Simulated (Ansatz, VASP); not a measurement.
## Two plane-wave programs on SnTe

The input INCAR:

```
ALGO = Normal
EDIFF = 1E-7
ENCUT = 520
GGA = RP
ISIF = 2
ISMEAR = -1
IVDW = 13
LASPH = True
LCHARG = False
LREAL = False
LWAVE = False
NBANDS = 17
NELM = 60
PREC = Accurate
SIGMA = 0.05
```

Contents of KPOINTS:

```
k-points
0
Gamma
  7 7 7
```

The input POSCAR:

```
SnTe
1.0
    0.0000000000      3.1923133075      3.1923133075
    3.1923133075      0.0000000000      3.1923133075
    3.1923133075      3.1923133075      0.0000000000
Te Sn
1 1
Direct
    0.5000000000      0.5000000000      0.5000000000
    0.0000000000      0.0000000000      0.0000000000
```

File input.yaml:

```yaml
crystal:
  lattice:
    - [0.0, 3.1923133075, 3.1923133075]
    - [3.1923133075, 0.0, 3.1923133075]
    - [3.1923133075, 3.1923133075, 0.0]
  atoms:
    - { symbol: Te, position: [0.5, 0.5, 0.5] }
    - { symbol: Sn, position: [0.0, 0.0, 0.0] }
hamiltonian:
  xc: rpbe
  pseudopotentials: { kind: paw }
  dispersion: d4
kpoints:
  mp_grid: { grid: [7, 7, 7] }
scf:
  occupations: { method: fermi_dirac, width: 0.05 }
output:
  forces: true
  stress: true
  eigenvalues: true
  write_density: true
  write_potential: true
  elf: true
  volumetric_format: npy
```

Alike in both runs: task single point; functional RPBE; dispersion D4; k mesh 7 × 7 × 7; occupations fermi-dirac, width 0.05 eV; no spin polarisation.

|  | VASP | Ansatz |
| --- | --- | --- |
| version | VASP 6.6.1 | Ansatz 0.2.0 |
| potentials or method | VASP PAW PBE potentials, release 64 (Te, Sn_d) | Ansatz PAW |
| plane-wave cutoff (eV) | 520 | 420 |
| valence electrons in the cell | 20 | 30 |

```tsv
	VASP	Ansatz	Ansatz less VASP
gap on the k mesh at the Fermi level (eV)	0.67	0.67	+0.001
least direct gap on the mesh (eV)	0.67	0.67	+0.001
pressure (GPa)	-2.2	-2.2	+0.03
dispersion energy (meV/atom)	-764.5	-764.7	-0.21
```

The two sets of potentials don't hold the same shells in valence.

Caveats: the PAW data sets were made with another functional, which shifts forces and pressure a little (VASP); the PAW data sets come from PBE, with cores solved anew for the run's functional, which leaves a small shift of forces and pressure (Ansatz). The runs have no spin-orbit coupling, so splittings on Te are missing.
